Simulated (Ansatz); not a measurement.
# NiO under strain — electric field gradients

The cell is a COD entry, relaxed with PBE at fixed cell and then changed (z compressed by 3 %, ions relaxed).

```yaml
crystal:
  lattice:
    - [0.00000, 2.09503, 2.03218]
    - [2.09503, 0.00000, 2.03218]
    - [2.09503, 2.09503, 0.00000]
  atoms:
    - { symbol: Ni, position: [0.00000, 0.00000, 0.00000] }
    - { symbol: O, position: [0.50000, 0.50000, 0.50000] }
```

Atom numbers follow the list; atoms alike are taken as one site, whose name carries the number of the first.

Computed with Ansatz: DFT, PBE, plane waves and PAW, scalar-relativistic, collinear spin, 420 eV cutoff, Γ-centred 19×19×19 k-points, Fermi–Dirac smearing 0.05 eV. Start moments as typed (μB): 2 on each Ni, none on the rest.

C_Q = eQV_zz/h, which is 24.18 MHz for Q = 1 b and V_zz = 10²¹ V/m²; η = (V_xx − V_yy)/V_zz.

Ni-61: I = 3/2, Q = 162.0 mb; ¹⁷O: I = 5/2, Q = -25.58 mb. Q values from Pyykkö, Mol. Phys. 116, 1328 (2018).

```tsv
site	atoms (order as listed)	first shell	V_zz (10²¹ V/m²)	η	C_Q (MHz)
Ni	1	6 O at 2.03–2.10 Å	-0.30	0.00	-1.18
O	2	6 Ni at 2.03–2.10 Å	0.63	0.00	-0.390
```

An axis of threefold or higher order runs through Ni and O, so V_zz lies along it and η is zero.

With no gap above 0.1 eV, as in a metal, the gradients converge slowly in k; expect changes of a tenth or more on a denser mesh. Semilocal functionals can leave a metal where correlation in the d or f shell opens a gap in the real compound, and that would change the values at and beside Ni. With these PAW files V_zz is typically within 2 to 3 % of all-electron values, but misses above 10 % occur on Ni. At this changed cell the PBE pressure is 9 GPa. Measured NiO orders antiferromagnetically, but in this run all moments are parallel, as the start or the cell imposes: fields and spin densities carried over to other atoms belong to this order alone, and gaps, moments and gradients can differ too.
